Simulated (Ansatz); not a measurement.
The system is CoO.

```
Co O
1.0
    -1.50800    1.50800    2.10725
     1.50800   -1.50800    2.10725
     1.50800    1.50800   -2.10725
Co O
1 1
Direct
  0.00000 0.00000 0.00000
  0.50000 0.50000 0.00000
```

Base run:

* Program: Ansatz 0.2.0
* Functional: LDA
* Potentials or basis: Ansatz PAW
* Cutoff: 420 eV (not typed: the program's choice for these potentials)
* k mesh: 12 × 12 × 12
* Occupations: fermi-dirac, width 0.05 eV
* Spin: collinear spin, ferromagnetic start
* Starting moments: [2.0, 0.0] μB

Its results: band gap on the k mesh none (metal or under the smearing width); pressure -17.8 GPa; net moment 2.86 μB per cell; site moments Co +2.40; O +0.33 μB.

Q: The run is repeated on the same cell with these changes: functional from LDA to PBE. What comes out?

A: Band gap on the k mesh none (metal or under the smearing width); pressure 0.0 GPa; net moment 2.92 μB per cell; site moments Co +2.48; O +0.32 μB.

PBE binds less tightly than LDA, so the same cell stands under more pressure.

Caveats: a cell with one magnetic atom can't hold antiferromagnetic order, which such compounds often take; semilocal functionals often make such compounds metallic where correlation or magnetic order opens a gap, which also shifts bond lengths; the PAW data sets come from PBE, with cores solved anew for the run's functional, which leaves a small shift of forces and pressure (some runs).
